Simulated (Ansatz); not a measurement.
# Os: pressure up to the limit of the methods

How does Os (fcc type) answer strong compression? Methods of the runs shown: PAW. Its runs: cell relaxed at zero pressure (PAW); volume scaled by 1 (PAW and PAW (partial_waves polarizable)); volume scaled by 0.92 (PAW); volume scaled by 0.84 (PAW and PAW (source ansatz)); volume scaled by 0.76 (PAW and PAW (core large)); volume scaled by 0.68 (PAW); volume scaled by 0.6 (PAW); volume scaled by 0.52 (PAW); volume scaled by 0.45 (PAW and PAW (cutoff 300 eV)).

Program: Ansatz 0.2.0. Level of theory: DFT PBE, with the methods named in each step. These are calculated values, not measurements.

### 1 The structure to begin with

The structure is cubic, space group Fm-3m (No. 225). The conventional cell has a = 3.851 Å, b = 3.851 Å, c = 3.851 Å, α = 90.00°, β = 90.00°, γ = 90.00°. Os (site symmetry m-3m) has 12 Os at 2.72 Å in its first shell of neighbours.

Coordinates:

```
Os
1.0
     0.00000    1.92569    1.92569
     1.92569    0.00000    1.92569
     1.92569    1.92569    0.00000
Os
1
Direct
  0.00000 0.00000 0.00000
```

Whether this phase is the stable one at these pressures isn't tested.

### 2 Cell relaxed at zero pressure, PAW

input.yaml reads:

```yaml
crystal:
  lattice:
    - [0.0, 1.9256898635, 1.9256898635]
    - [1.9256898635, 0.0, 1.9256898635]
    - [1.9256898635, 1.9256898635, 0.0]
  atoms:
    - { symbol: Os, position: [0.0, 0.0, 0.0] }
kpoints:
  mp_grid: { grid: [17, 17, 17] }
scf:
  occupations: { method: fermi_dirac, width: 0.1 }
hamiltonian:
  xc: pbe
  pseudopotentials: { kind: paw }
output:
  forces: true
  stress: true
relax:
  f_tol: 0.005
  max_steps: 40
  cell: {}
```

Run with:

```sh
$ ansatz run input.yaml --threads 1 --pin off --max-ram 2048MiB --backend cpu --events-out ev --progress --plain --runs-dir out
```

After this run come: Volume scaled by 1, PAW; Volume scaled by 1, PAW (partial_waves polarizable); Volume scaled by 0.92, PAW; Volume scaled by 0.84, PAW; Volume scaled by 0.84, PAW (source ansatz); Volume scaled by 0.76, PAW; Volume scaled by 0.76, PAW (core large); Volume scaled by 0.68, PAW; Volume scaled by 0.6, PAW; Volume scaled by 0.52, PAW; Volume scaled by 0.45, PAW; Volume scaled by 0.45, PAW (cutoff 300 eV).

Q: Predict the outcome of this session. Wanted: PAW pressure at 0.45 of the volume; fitted bulk modulus at zero pressure.

**Answer**, as computed:

| quantity | value |
| --- | --- |
| PAW pressure at 0.45 of the volume | 1813.8 GPa |
| PAW (cutoff 300 eV) pressure at 0.45 of the volume | 1813.8 GPa |
| fitted bulk modulus at zero pressure (PAW) | 414 GPa |
| its pressure derivative | 4.22 |

At 0.45 of the starting volume PAW gives 1814 GPa. A third-order Birch-Murnaghan curve fits the range only roughly (B₀ = 414 GPa, B′ = 4.22, misfit at most 19.59 GPa). A fit over so wide a range leans to the high pressures, so B₀ can be off by several per cent. No all-electron run checks these rows here, and frozen cores can fail under such compression. The ions are at rest, and the electrons smeared by 0.1 eV. Spin-orbit coupling is left out, though the cell holds Os; in elements this heavy it can shift bands and gaps by tenths of an eV.

At pressures up to 1814 GPa the PAW spheres may overlap and frozen cores may not hold, so those PAW values are rough without an all-electron check.
